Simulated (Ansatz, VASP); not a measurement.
One calculation of PbF2, two programs

```
Pb F
1.0
     0.00000    3.02553    3.02553
     2.96985    0.05568    2.96985
     2.96985    2.96985    0.05568
Pb F
1 2
Direct
  0.00000 0.00000 0.00000
  0.25000 0.25000 0.25000
  0.75000 0.75000 0.75000
```

Change from the starting cell: strain +0.0375 x Voigt [0, 0, 0, 1, 0, 0], atoms carried along.

Alike in both runs: task single point; functional PBE; k mesh 8 × 8 × 8; occupations gaussian, width 0.05 eV; no spin polarisation.

|  | VASP | Ansatz |
| --- | --- | --- |
| version | VASP 6.6.1 | Ansatz 0.2.0 |
| potentials or method | VASP PAW PBE potentials, release 64 (Pb_d, F) | scalar-relativistic, plane waves, PAW |
| plane-wave cutoff (eV) | 520 | 420 |
| valence electrons in the cell | 28 | 28 |

|  | VASP | Ansatz | Ansatz less VASP |
| --- | --- | --- | --- |
| gap on the k mesh at the Fermi level (eV) | 4.40 | 4.41 | +0.006 |
| least direct gap on the mesh (eV) | 4.55 | 4.55 | +0.002 |
| pressure (GPa) | 2.1 | 2.3 | +0.20 |
| largest component of the traceless stress (GPa) | 1.23 | 1.21 | -0.016 |
| rms of the force components (eV/Å) | 0.050 | 0.050 | -0.0008 |

Atom by atom the forces differ by 0.001 eV/Å (rms over components). With one functional, cell and mesh, what is left measures potentials, basis and numerics.

Caveats: spin-orbit coupling is left out, which as a rule narrows the gap of such compounds by several tenths of an eV. A k mesh can miss the band edges.
